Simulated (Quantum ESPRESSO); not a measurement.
The system is PbS (Galena).

```
Pb S
1.0
     0.00000    2.96575    2.96575
     2.96575    0.00000    2.96575
     2.96575    2.96575    0.00000
Pb S
1 1
Direct
  0.00000 0.00000 0.00000
  0.50000 0.50000 0.50000
```

Program: Quantum ESPRESSO 7.5. Alike in all runs: task dielectric tensor; no spin polarisation; cell as given; cutoff (eV) 762; smearing fermi-dirac 0.05 eV.

Task: Order these runs on this cell by their pressure, lowest first.
A. level WC; potentials or basis PseudoDojo 0.4.1 SR PBE standard; k mesh 8 × 8 × 8, shifted; mesh quality not flagged
B. level PBE; potentials or basis PseudoDojo 0.4.1 SR PBE standard; k mesh 8 × 8 × 8, shifted; mesh quality not flagged
C. level LDA; potentials or basis PseudoDojo 0.4.1 SR LDA standard; k mesh 2 × 2 × 2, shifted; form of the LDA correlation PW92; mesh quality coarse
D. level LDA; potentials or basis PseudoDojo 0.4.1 SR LDA standard; k mesh 6 × 6 × 6, shifted; form of the LDA correlation PW92; mesh quality not flagged
E. level BLYP; potentials or basis PseudoDojo 0.4.1 SR PBE standard; k mesh 8 × 8 × 8, shifted; mesh quality not flagged

Result: C (-5.4 GPa), D (-2.6 GPa), A (-0.7 GPa), B (2.3 GPa), E (6.1 GPa).

Caveats: some runs use coarse meshes; the potentials were made for another functional, which shifts forces and pressure (some runs); the cell is more than 3 GPa from zero pressure, which shifts response properties (some runs).
